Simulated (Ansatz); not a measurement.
**ScAl3 (Pm-3m): relaxation of the ions in Python**

Where do the atoms of ScAl3 (Pm-3m) settle in the given cell? The task is a relaxation of the ions, for ScAl3 (Pm-3m).

Computed with the Python package of Ansatz 0.2.0. Level of theory: DFT PBE, plane waves, norm-conserving potentials.

### Step 1. The structure

It takes space group Pm-3m (No. 221, cubic). Conventional cell: a = 4.088 Å, b = 4.088 Å, c = 4.088 Å, α = 90.00°, β = 90.00°, γ = 90.00°. Around Sc (site symmetry m-3m) lie 12 Al at 2.89 Å. Around Al (site symmetry 4/mmm) lie 4 Sc at 2.89 Å and 8 Al at 2.89 Å.

No structure file is read: the coordinates are typed or built in the script.

### Step 2. The code

File run_relax.py:

```python
"""Relax the ions of ScAl3 at fixed cell."""

import ansatz
from ase import Atoms
from ase.io import write
from ase.neighborlist import neighbor_list
import numpy as np
from pymatgen.core import Structure
from scipy.ndimage import map_coordinates


def main() -> None:
    xtal = (
        ansatz.Lattice.cubic(4.087807)
        .space_group(221)
        .atom("Sc", (0.0, 0.0, 0.0))
        .atom("Al", (0.5, 0.0, 0.5))
    )

    calc = xtal.calculation()
    calc = calc.scf(extra_bands=8)
    calc = calc.functional(ansatz.Functional.PBE).kpoints(3, center="monkhorst-pack")
    calc = calc.pseudopotentials("nc")
    calc = calc.occupations("Methfessel-Paxton")
    calc = calc.relax(force_tolerance=0.001, density_extrapolation="second_order", random_displacement=True, displacement_amplitude=0.1, displacement_seed=248).density()
    steps = []


    def collect(event):
        if event["event"] == "relax_step":
            steps.append(event["data"])


    out = calc.session().plan().execute(on_event=collect)
    data = out.report
    for s in steps:
        flag = "" if s["accepted"] else "  (rejected)"
        print("step %2d  E = %.5f eV  largest force component = %.4f eV/A%s" % (s["step"], s["lagrangian_ev"], s["allowed_force_max_ev_ang"], flag))

    first, last = steps[0], steps[-1]
    symbols = [site.symbol for site in out.lattice.sites]
    print(f"energy gained {first['lagrangian_ev'] - last['lagrangian_ev']:.4f} eV in {len(steps) - 1} steps")

    print("relaxed fractional positions")
    for site in out.lattice.sites:
        print(f"  {site.symbol:2s}", " ".join(f"{v % 1:8.5f}" for v in np.round(site.position_frac, 5)))

    moved = np.linalg.norm(np.array(last["positions_ang"]) - np.array(first["positions_ang"]), axis=1)
    print("displacement by atom (A):", " ".join(f"{s}:{d:.3f}" for s, d in zip(symbols, moved)))

    final = Atoms(symbols, positions=last["positions_ang"], cell=out.lattice.cell_ang, pbc=True)
    i, j, d = neighbor_list("ijd", final, 4.5)
    print("neighbours within 1.1 times the shortest distance of each atom (A)")
    for atom in range(len(final)):
        near = [m for m in np.argsort(d) if i[m] == atom]
        shell = [m for m in near if d[m] < 1.1 * d[near[0]]]
        print(f"{symbols[atom]}{atom} ({len(shell)}):", ", ".join(f"{symbols[j[m]]} {d[m]:.3f}" for m in shell))

    relaxed = Atoms(symbols, positions=[site.position_ang for site in out.lattice.sites], cell=out.lattice.cell_ang, pbc=True)
    write("relaxed.vasp", relaxed, format="vasp")

    for key in ("converged", "n_iterations", "n_electrons", "n_kpoints", "n_pw", "n_symmetry_ops", "free_energy_ev", "fermi_energy_ev"):
        print(f"{key:18s} {data[key]}")

    final = Structure(out.lattice.cell_ang, [s.symbol for s in out.lattice.sites], [s.position_frac for s in out.lattice.sites])
    # smooth valence density along the shortest bond of atom 0
    rho = out.density()
    total = sum(channel.density_e_per_ang3 for channel in rho.channels[:2])
    grid_cell = np.asarray(rho.fft_grid_basis) @ out.lattice.cell_ang
    partner = min(final.get_neighbors(final[0], 5.0), key=lambda n: n.nn_distance)
    line = np.linspace(final[0].coords, partner.coords, 9)
    points = (line @ np.linalg.inv(grid_cell)) * rho.dims
    values = map_coordinates(total, points.T, order=3, mode="grid-wrap")
    print(f"from {final[0].specie} to {partner.specie}, {partner.nn_distance:.3f} A")
    for t, value in zip(np.linspace(0, partner.nn_distance, 9), values):
        print(f"{t:7.3f} A  {value:9.4f} e/A^3")


if __name__ == "__main__":
    main()
```

### Step 3. The calls as engine input

The engine receives this input:

```yaml
crystal:
  lattice:
    bravais: cubic
    a: 4.087807
  space_group: 221
  atoms:
    - { symbol: Sc, position: [0.0, 0.0, 0.0] }
    - { symbol: Al, position: [0.5, 0.0, 0.5] }
kpoints:
  mp_grid:
    grid: [3, 3, 3]
    shift: [0.0, 0.0, 0.0]
hamiltonian:
  xc: pbe
  pseudopotentials:
    kind: nc
scf:
  n_extra_bands: 8
  occupations:
    method: methfessel_paxton
relax:
  f_tol: 0.001
  density_extrapolation: second_order
  random_displacement:
    amplitude: 0.1
    seed: 248
output:
  write_density: true
```

### Step 4. Running it

On the command line:

```
$ python run_relax.py
```

Q: Predict the main results. Wanted: free energy; moves of the relaxation; energy gained; last largest force component.

The runs gave:

```
                    quantity                              value
                 free energy  -1820.3815 eV (-455.0954 eV/atom)
     moves of the relaxation                                  3
               energy gained                      33.8 meV/atom
last largest force component                        0.0001 eV/Å
```

In words: After 3 moves the largest shift is 0.118 Å, of atom 2 (Al). The script had first distorted the structure, so the gain undoes that, in part or whole. Within 0.02 Å the atoms end in space group Pm-3m, from P1 at the start. What to keep in mind:
- For a metal this mesh is coarse.
- The zero of the levels is a convention of the potentials, so an absolute Fermi energy is no work function.
- Energies along a relaxation are free energies. A last row that repeats the one before re-solves the same geometry more tightly.
- The first row is the displaced cell, and groups found at tight tolerances show what the force threshold leaves of the kick.
- The fields are valence quantities on the plane-wave grid; their values near the nuclei depend on the potentials.
- This cell is a computed structure, which may not be the phase found in nature.
